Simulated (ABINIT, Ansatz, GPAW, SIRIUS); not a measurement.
**One calculation of MoS2, 4 ways**

```
Mo S
1.0
     3.22746    0.00000    0.00000
    -1.61373    2.79507    0.00000
     0.00000    0.00000    6.31247
Mo S
1 2
Direct
  0.99403 0.98173 0.49930
  0.65564 0.32224 0.74824
  0.33381 0.68688 0.25256
```

The cell comes from a database or a generator and needn't be the stable form of this composition.

Atoms were shifted at random by some hundredths of an Å from the given cell, which wasn't relaxed again for these runs.

Alike in all runs: task single point; functional PBEsol; k mesh 9 × 9 × 4; occupations fermi-dirac, width 0.05 eV; no spin polarisation; no spin-orbit coupling. Pressure is positive in compression and, in plane waves, holds the error of the finite cutoff.

```tsv
program and potentials	plane-wave cutoff (eV)	notes	pressure (GPa)	largest force (eV/Å)	energy over the undisturbed cell (meV/atom)
SIRIUS, PseudoDojo 0.4.1 PBEsol standard (scalar relativistic)	1102	-	-4.77	0.556	12.01
GPAW, PAW data sets generated for this functional	600	-	-4.91	0.552	12.03
Ansatz, all-electron LAPW, scalar-relativistic	-	-	-4.81	0.556	-
ABINIT, PseudoDojo NC SR PBEsol v0.4.1 standard	1088	-	-4.77	0.556	-
```

Force on atom 3 (S), eV/Å:

```csv
program and potentials,x,y,z
"SIRIUS, PseudoDojo 0.4.1 PBEsol standard (scalar relativistic)",0.205,-0.505,0.110
"GPAW, PAW data sets generated for this functional",0.202,-0.500,0.117
"Ansatz, all-electron LAPW, scalar-relativistic",0.204,-0.503,0.119
"ABINIT, PseudoDojo NC SR PBEsol v0.4.1 standard",0.205,-0.505,0.110
```

The pressure spans -4.91 (GPAW, PAW data sets generated for this functional) to -4.77 GPa (SIRIUS, PseudoDojo 0.4.1 PBEsol standard (scalar relativistic)), with all-electron results at -4.81.

Differences between rows come from potentials, basis sets and numerical settings, since the functional is the same but for its coding. Runs on potential files found faulty are left out.

The S atoms above and below Mo sit over different lateral sites, so this is the octahedral 1T form, not the trigonal-prismatic 2H ground state. Octahedral Mo(IV) has two d electrons in a partly filled t2g set, which makes the ideal 1T layer metallic and prone to Mo–Mo clustering; the prismatic field instead splits off a filled band and opens a gap. The energy rise and the in-plane force on atom 3, which pulls it back against its displacement relative to Mo, reflect stiff Mo–S bonds. They don't show that 1T is dynamically stable, since the clustering distortion needs a larger cell than this one.

The negative pressure means that the cell is too large for PBEsol and would contract, though a single pressure can't separate the Mo–S framework from the interlayer gap. SIRIUS and ABINIT agree in pressure and forces with the same family of potentials, so their small shared offset from the all-electron force along z probably stems from the potentials rather than the codes.
